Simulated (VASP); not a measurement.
## AgCl: single point with PBE

Crystal: AgCl.

```
Ag Cl
1.0
     3.43397    0.00000    0.00000
     0.00000    3.43397    0.00000
     0.00000    0.00000    3.43397
Ag Cl
1 1
Direct
  0.98233 0.98737 0.99310
  0.50798 0.50474 0.50456
```

The cell comes from a database or a generator and needn't be the stable form of this composition.

The cell isn't the ideal one: atoms moved at random, drawn with an rms of 0.05 Å.

```
Program                : VASP 6.6.1
Task                   : single point
Functional             : PBE
Potentials or basis    : VASP PAW PBE potentials, release 64 (Ag, Cl)
Cutoff                 : 520 eV
k mesh                 : 8 × 8 × 8
Occupations            : fermi-dirac, width 0.05 eV
Spin                   : no spin polarisation
Further INCAR settings : ALGO = Normal; EDIFF = 1e-07; NBANDS = 16
```

The pressure is -0.1 GPa, the largest force is 0.023 eV/Å and the band gap on the k mesh is 0.58 eV, indirect (least direct gap 2.00 eV).

Forces on the atoms (eV/Å):
```
Ag   0.017  0.012  0.009
Cl  -0.017 -0.012 -0.009
```

Stress tensor (GPa, compression positive):
```
-0.11  0.08  0.05
 0.08 -0.08  0.04
 0.05  0.04 -0.06
```

Levels at points of the mesh, in eV from the valence-band top:
| k point | band 6 | band 7 | band 8 | band 9 | band 10 | band 11 | band 12 | band 13 |
| --- | --- | --- | --- | --- | --- | --- | --- | --- |
| (0.00, 0.00, 0.00) | -1.79 | -1.46 | -1.45 | -1.42 | 0.58 | 9.37 | 9.41 | 13.68 |
| (0.50, 0.00, 0.00) | -1.74 | -1.42 | -0.02 | -0.01 | 4.92 | 5.50 | 9.43 | 10.04 |
| (0.00, 0.50, 0.00) | -1.74 | -1.42 | -0.03 | 0.00 | 4.92 | 5.50 | 9.44 | 10.03 |
| (0.00, 0.00, 0.50) | -1.74 | -1.43 | -0.04 | 0.00 | 4.93 | 5.50 | 9.44 | 10.04 |
| (0.50, 0.50, 0.00) | -2.09 | -2.06 | -1.49 | -0.83 | 2.81 | 8.92 | 8.93 | 10.64 |
| (0.00, 0.50, 0.50) | -2.06 | -2.05 | -1.49 | -0.83 | 2.80 | 8.94 | 8.94 | 10.61 |
| (0.50, 0.00, 0.50) | -2.08 | -2.06 | -1.49 | -0.83 | 2.81 | 8.92 | 8.94 | 10.63 |
| (0.50, 0.50, 0.50) | -1.47 | -0.19 | -0.19 | -0.18 | 4.80 | 4.82 | 4.84 | 6.74 |

It took 110 s on 1 thread of Intel(R) Xeon(R) Platinum 8559C (Emerald Rapids), with other jobs on the host, peak memory 0.28 GiB.

A k mesh can miss the band edges.
